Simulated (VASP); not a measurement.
## CuCl (Nantokite): dielectric tensor with PBE

The system is CuCl (Nantokite).

```
Cu Cl
1.0
     0.00000    2.71443    2.71443
     2.71443    0.00000    2.71443
     2.71443    2.71443    0.00000
Cu Cl
1 1
Direct
  0.00000 0.00000 0.00000
  0.25000 0.25000 0.25000
```

| Item | Value |
| --- | --- |
| Program | VASP 6.6.1 |
| Task | dielectric tensor |
| Functional | PBE |
| Potentials or basis | VASP PAW PBE potentials, release 64 (Cu, Cl) |
| Cutoff | 600 eV |
| k mesh | 14 × 14 × 14 |
| Occupations | gaussian, width 0.03 eV |
| Spin | no spin polarisation |
| Monkhorst-Pack mesh | yes |
| Further INCAR settings | ALGO = Normal; EDIFF = 1e-08 |

- Electronic dielectric tensor (diagonal): 5.22
- Born charges (mean of the diagonal): Cu +1.15; Cl -1.15 e

Levels at points of the mesh, in eV from the valence-band top:
```tsv
k point	band 5	band 6	band 7	band 8	band 9	band 10	band 11	band 12	band 13
(0.04, 0.04, 0.04)	-1.44	-1.44	-0.05	0.00	0.00	0.61	6.72	6.78	6.78
```

Electronic dielectric tensor:
```
5.22 0.00 0.00
0.00 5.22 0.00
0.00 0.00 5.22
```

Born effective charge tensors (e):
atom 1, Cu
```
1.15 0.00 0.00
0.00 1.15 0.00
0.00 0.00 1.15
```
atom 2, Cl
```
-1.15  0.00  0.00
 0.00 -1.15  0.00
 0.00  0.00 -1.15
```

It took 50 min on 1 thread of AMD EPYC 9R45 (Zen 5), with other jobs on the host, peak memory 2 GiB.
